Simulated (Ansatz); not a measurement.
Cs, DFT, PBE, PAW with Ansatz's default frozen-core files, scalar-relativistic (Ansatz 0.2.0), run on 1 thread of Intel(R) Xeon(R) 6975P-C (Granite Rapids) on a shared host.

The cell is a measured one (Crystallography Open Database entry 9011010); the temperature and pressure of the measurement aren't taken into account, and nothing was relaxed. The listed cell was then made from it by scaling, straining or moving an atom.

Command: `ansatz run input.yaml --threads 1 --pin off --max-ram 2048MiB --backend cpu --events-out ev --progress --plain --runs-dir out`

```yaml
crystal:
  lattice:
    - [-2.931825, 3.0225, 3.0225]
    - [3.0225, -2.931825, 3.0225]
    - [3.0225, 3.0225, -2.931825]
  atoms:
    - { symbol: Cs, position: [0.0, 0.0, 0.0] }
kpoints:
  mp_grid: { grid: [9, 9, 9] }
scf:
  occupations: { method: fermi_dirac, width: 0.05 }
hamiltonian:
  xc: pbe
  pseudopotentials: { kind: paw }
output:
  forces: true
  stress: true
  eigenvalues: true
  efg: { contact_densities: true }
  write_density: true
  write_potential: true
  elf: true
  volumetric_format: npy
```

How large is the problem that the program sets up?

85 irreducible k-points, 2155 plane waves at Γ, 9 bands.

About how long does it take, and how much memory does it use?

3.6 s of wall time for 6 SCF iterations, with a peak of 0.5 GiB. Times on shared machines scatter by tens of per cent.

And the same cell and mesh by crystal-made all-electron datasets, asked for forces, stress, eigenvalues, efg, on the same hardware?

3.6 s, peak memory 0.41 GiB.
